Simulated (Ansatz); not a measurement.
A series in volume per atom on C

Results calculated with Ansatz 0.2.0 development build, not measured. Equation of state of a cubic crystal from periodic Kohn-Sham density functional theory without spin; pressure corrected for the finite basis.

Cell of the first row (space group Pm-3m, No. 221):
```
cell vectors (Å)
   1.7403     0.0000     0.0000
   0.0000     1.7403     0.0000
   0.0000     0.0000     1.7403
atoms (fractions of the cell vectors)
C   0.00000  0.00000  0.00000
```

Settings of every row: formula C; structure type simple cubic; functional PBE; spin treatment none; k mesh 21x21x21; occupation method fermi-dirac; occupation width 0.061225619 eV; wave cutoff 700 eV; datasets hard PAW; density cutoff ratio 4.

Limits: a cubic model structure, not a phase known at ambient conditions; modest k-mesh, values are not fully converged in k; the SCF threshold is loose for a stress in some rows.

| row | volume per atom (Å³) | energy above lowest point (meV/atom) | pressure (GPa) |
| --- | --- | --- | --- |
| 1 | 5.271 | ? | ? |
| 2 | 5.383 | 7.07 | 11.627 |
| 3 | 5.495 | 1.31 | 4.956 |
| 4 | 5.607 | 0 | -1.141 |
| 5 | 5.719 | 2.8 | -6.776 |
| 6 | 5.832 | 9.38 | -11.954 |
| 7 | 5.944 | 19.43 | -16.69 |

Question: what energy above lowest point and pressure should row 1 give?

Worked fit of energy above lowest point. Take u = (V_r/V)^(2/3) − 1 with V_r = 5.663 Å³ an atom, which is twice the finite (Eulerian) strain; such expansions in the strain, on which the Birch-Murnaghan equation of state is built, carry the rest volume and the bulk modulus. The shown rows have u = 0.03438, 0.02028, 0.00665, -0.00654, -0.01941, -0.03177. Least squares give energy above lowest point = 0.904 − 211.82 × u + 11536 × u² − 4640 × u³ meV/atom; a parabola predicts inner rows, each left out in turn, worse (root mean square 0.055 against 0.024 meV/atom). The rows lie off it by 0.00, 0.00, 0.00, 0.02, -0.02, 0.00. Its lowest point lies at u = 0.0092, or V = 5.585 Å³ an atom, and the curvature there gives the bulk modulus at fixed shape and fractions, B = (4/9)(1 + u)² E″(u)/V = 296 GPa. The withheld row has u = 0.04898, so the fit gives 0.904 − 211.82 × (0.04898) + 11536 × (0.04898)² − 4640 × (0.04898)³ = 17.66 meV/atom.

The calculation gave 17.79 meV/atom. The fit lies 0.13 meV/atom (0.67 % of the column's range) below it; its largest miss of a shown row is 0.02 meV/atom. This row lies beyond the range of the fit.

Worked fit of pressure. Take u = (V_r/V)^(2/3) − 1 with V_r = 5.663 Å³ an atom, which is twice the finite (Eulerian) strain; such expansions in the strain, on which the Birch-Murnaghan equation of state is built, carry the rest volume and the bulk modulus. The shown rows have u = 0.03438, 0.02028, 0.00665, -0.00654, -0.01941, -0.03177. Least squares give pressure = −4.0192 + 425.749 × u + 850.79 × u² GPa; a straight line predicts inner rows, each left out in turn, worse (root mean square 0.36 against 0.014 GPa). The rows lie off it by 0.003, -0.009, 0.009, -0.009, 0.008, -0.003 (root mean square 0.0074 GPa). The pressure vanishes at u = 0.0093, or V = 5.585 Å³ an atom, and there the bulk modulus at fixed shape and fractions is B = −V dP/dV = (2/3)(1 + u) dP/du = 297 GPa. The withheld row has u = 0.04898, so the fit gives −4.0192 + 425.749 × (0.04898) + 850.79 × (0.04898)² = 18.875 GPa.

The calculation gave 19.194 GPa. The fit lies 0.319 GPa (1.7 % of the value, 0.89 % of the column's range) below it; its largest miss of a shown row is 0.009 GPa. This row lies beyond the range of the fit.
